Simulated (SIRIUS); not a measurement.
Ge:

```
Ge
1.0
     2.71047    0.00000    0.00000
     0.00000    2.71047    0.00000
     0.00000    0.00000    2.71047
Ge
1
Direct
  0.00000 0.00000 0.00000
```

The cell was built by a generator and needn't be a form met in nature.

```yaml
Program: SIRIUS 7.10.0
Task: single point
Functional: PBE
Potentials_or_basis: PseudoDojo 0.4.1 PBE standard (scalar relativistic)
Cutoff: 1078 eV
Density_cutoff: 4311 eV
k_mesh: 10 × 10 × 10
Occupations: fermi-dirac, width 0.05 eV
Spin: no spin polarisation
```

On this cell: pressure -0.4 GPa; band gap on the k mesh none (metal or under the smearing width).

The same run follows on a disturbed copy (cell strained at random at fixed volume):

```
Ge
1.0
     2.64007   -0.03320   -0.02985
    -0.03320    2.75601   -0.02582
    -0.02985   -0.02582    2.73777
Ge
1
Cartesian
  0.0331 0.0135 0.0315
```

**Question.** What does the disturbed cell give?

**Answer.** The energy (extrapolated to zero smearing) moves by +14.1 meV/atom; pressure 0.0 GPa; band gap on the k mesh none (metal or under the smearing width).

Stress tensor (GPa, compression positive):
```
 5.27  0.46  0.38
 0.46 -3.24  0.17
 0.38  0.17 -1.92
```
